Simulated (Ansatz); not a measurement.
All numbers below come from DFT PBE, scalar-relativistic, plane waves, PAW (Ansatz 0.2.0). Settings: cutoff 420 eV, Γ-centred meshes spaced at most about 0.3 Å⁻¹ (2π included), Gaussian smearing. No spin polarisation.

All energies are static (0 K, no zero-point motion).

Two forms of PbSe were relaxed alike.

A.

Space group Cmcm (No. 63). a = 4.336 Å, b = 12.428 Å, c = 4.484 Å, α = 90.00°, β = 90.00°, γ = 90.00°
```json
{"atom": "Pb", "site": "4c", "symmetry": "m2m", "x": "0.5000", "y": "0.8655", "z": "0.7500"}
{"atom": "Se", "site": "4c", "symmetry": "m2m", "x": "0.5000", "y": "0.6367", "z": "0.7500"}
```

B.

Space group P6_3mc (No. 186). a = 4.267 Å, b = 4.267 Å, c = 7.928 Å, α = 90.00°, β = 90.00°, γ = 120.00°
```csv
atom,site,symmetry,x,y,z
Pb,2b,3m.,0.6667,0.3333,0.2279
Se,2a,3m.,0.0000,0.0000,0.5220
```

Problem. Which form is favoured at zero pressure, and by what margin per atom?

Solution. A is lower, by 29 meV/atom. A has space group Cmcm (No. 63), 30.2 Å³/atom and a gap of 1.12 eV on its mesh; B has space group P6_3mc (No. 186), 31.3 Å³/atom and a gap of 0.72 eV. Counting Se atoms around Pb (those within 1.25 times the shortest such distance or 1.15 times the sum of covalent radii; a plus sign parts nearer from farther groups), A has Pb 1+4 and B has Pb 3+3. In A, Pb has 1 Se at 2.84 Å and 4 Se at 3.12 Å; Se is surrounded by 1 Pb at 2.84 Å and 4 Pb at 3.12 Å. In B, Pb is surrounded by 3 Se at 2.96 Å and 3 Se at 3.39 Å; Se is surrounded by 3 Pb at 2.96 Å and 3 Pb at 3.39 Å. Origin: A, reached from a Materials Project cell; B, invented. The lowest form computed isn't among them: it has the rock salt type, space group Fm-3m (No. 225), 30.1 Å³/atom, is reached from a cell as deposited in COD and lies 48 meV/atom below the best shown. Checks on B: phonons real on a 2×2×1 q mesh, imaginary between its points (to 6i cm⁻¹, which can come from the interpolation).

Weakly bound directions are ill-defined at this level, which has no dispersion term (Cmcm), and this can change margins and order among such cells. These runs have no spin–orbit coupling, which can matter for Pb. Kohn–Sham gaps at this level usually fall short of measured ones. The missing spin–orbit coupling can work the other way here. Cells relaxed within their symmetry can be saddle points. Some candidate types were left out of the draw beforehand, so a known form may be missing.
